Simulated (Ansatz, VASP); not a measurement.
# One calculation of LiF, two programs

```
CELL_PARAMETERS angstrom
0.00000 2.01400 2.01400
2.01400 0.00000 2.01400
2.01400 2.01400 0.00000
ATOMIC_POSITIONS crystal
Li 0.99122 0.00000 0.00000
F 0.50000 0.50000 0.50000
```

Change from the starting cell: all Li atoms moved +0.025 Å, as atom 1 towards its neighbour atom 1 (Li) at 2.848 Å.

Alike in both runs: task single point; functional PBEsol; k mesh 10 × 10 × 10; occupations gaussian, width 0.05 eV; no spin polarisation.

|  | VASP | Ansatz |
| --- | --- | --- |
| version | VASP 6.6.1 | Ansatz 0.2.0 |
| potentials or method | VASP PAW PBE potentials, release 64 (Li_sv, F) | scalar-relativistic, plane waves, PAW |
| plane-wave cutoff (eV) | 520 | 420 |
| valence electrons in the cell | 10 | 10 |

```csv
,VASP,Ansatz,Ansatz less VASP
gap on the k mesh at the Fermi level (eV),8.91,8.92,+0.001
least direct gap on the mesh (eV),8.91,8.92,+0.001
rms of the force components (eV/Å),0.024,0.022,-0.0019
```

Atom by atom the forces differ by 0.002 eV/Å (rms over components).

Caveats: the PAW data sets were made with another functional, which shifts forces and pressure a little (VASP). A k mesh can miss the band edges.
